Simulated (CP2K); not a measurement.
**La in CP2K: the effect of functional**

Crystal: La.

```
CELL_PARAMETERS angstrom
3.67858 0.00000 0.00000
-1.22619 3.46820 0.00000
-1.22619 -1.73410 3.00355
ATOMIC_POSITIONS crystal
La 0.00000 0.00000 0.00000
```

This isn't the form of La at room conditions, which is double hcp.

Alike in all runs:

* Program: CP2K 2026.2
* Potentials or basis: GTH_POTENTIALS La GTH-PBE-q11; TZVP-MOLOPT-SR-GTH basis
* Density cutoff: 9184 eV
* k mesh: 9 × 9 × 9
* Occupations: fermi-dirac, width 0.05 eV
* Spin: no spin polarisation

```csv
functional,pressure (GPa)
LDA,-2.9
PBEsol,-1.7
WC,-1.6
RPBE,1.5
AM05,-1.2
M06-L,?
```

**Question.** What does the run with functional M06-L give?

**Answer.** Pressure 2.1 GPa.

Caveats: the potentials were made for another functional, which shifts forces and pressure; the basis of atomic orbitals isn't converged, which shifts pressures, moduli and gaps.

Runs at the PBE level aren't shown here.
